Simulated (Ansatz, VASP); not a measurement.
## One calculation of AlRu, two programs

```
Al Ru
1.0
     3.00408    0.00000    0.00000
     0.00000    3.00408    0.00000
     0.00000    0.00000    3.00408
Al Ru
1 1
Direct
  0.00000 0.00000 0.00000
  0.50000 0.50000 0.50000
```

Alike in both runs: task relaxation of cell and atoms; functional LDA; k mesh 14 × 14 × 14; occupations gaussian, width 0.1 eV; no spin polarisation.

|  | VASP | Ansatz |
| --- | --- | --- |
| version | VASP 6.6.1 | Ansatz 0.2.0 |
| potentials or method | VASP PAW LDA potentials, release 64 (Al, Ru_pv) | scalar-relativistic, plane waves, PAW |
| plane-wave cutoff (eV) | 600 | 420 |
| valence electrons in the cell | 17 | 19 |

Ansatz gave:

| Quantity | Value |
| --- | --- |
| gap on the k mesh at the Fermi level, each at its own relaxed structure (eV) | none |
| relaxed volume (Å³/atom) | 12.89 |
| relaxed cell length with the largest relative difference (Å) | 2.954 |
| energy change over the relaxation (meV/atom) | -23 |

Estimate VASP's values.

gap on the k mesh at the Fermi level, each at its own relaxed structure (eV): none; relaxed volume (Å³/atom): 12.92; relaxed cell length with the largest relative difference (Å): 2.956; energy change over the relaxation (meV/atom): -21.

A gap of «none» marks a metal or a gap that the smearing closes. The two sets of potentials don't hold the same shells in valence.

LDA usually gives volumes a few per cent too small. Zero-point motion and thermal expansion aren't in these numbers.
